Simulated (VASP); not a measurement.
## MnSb under changes of volume

One of the cells (23.748 Å³/atom); the others are scaled copies at fixed shape and fractional positions:

```
Mn Sb
1.0
     3.92568    0.00000    0.00000
     0.00000    3.92568    0.00000
     0.00000    0.00000    3.08203
Mn Sb
1 1
Direct
  0.00000 0.00000 0.50000
  0.50000 0.50000 0.50000
```

The cell was built by a generator and needn't be a form met in nature.

| Item | Value |
| --- | --- |
| Program | VASP 6.6.1 |
| Functional | PBE |
| Potentials or basis | VASP PAW PBE potentials, release 64 (Mn_pv, Sb) |
| Cutoff | 520 eV |
| k mesh | 7 × 7 × 9 |
| Occupations | fermi-dirac, width 0.05 eV |
| Spin | collinear spin, ferromagnetic start |
| Starting moments | [4.0, 0.0] μB |

| volume (Å³/atom) | energy over the lowest point (meV/atom) | pressure (GPa) | moment (μB per cell) |
| --- | --- | --- | --- |
| 21.886 | ? | ? | ? |
| 22.352 | 3.08 | 1.7 | 3.74 |
| 22.817 | 0.00 | 0.5 | 3.77 |
| 23.748 | 2.55 | -1.4 | 3.85 |
| 24.214 | 7.68 | -2.2 | 3.88 |
| 24.680 | 15.24 | -3.0 | 3.90 |

Task: What does the run at 21.886 Å³/atom give?

Result: Energy over the lowest point 10.17 meV/atom; pressure 3.1 GPa; moment 3.72 μB per cell.

Worked out: A Birch-Murnaghan fit of order 3 (a polynomial in V^(-2/3)) to the other rows has its minimum at 23.07 Å³/atom with B0 = V·E''(V) = 48 GPa and B' = 2.8 at fixed shape and positions, which overstates the stiffness. It gives 9.35 meV/atom at 21.886 Å³/atom, against the run's 10.17, and -dE/dV = 2.7 GPa, against 3.1. A parabola through the other rows of the moment, of slope 0.1 μB per Å³/atom there, extrapolates to 3.69 μB, against the run's 3.72.

Energies are extrapolated to zero smearing.

Caveats: a cell with one magnetic atom can't hold antiferromagnetic order, which such compounds often take.
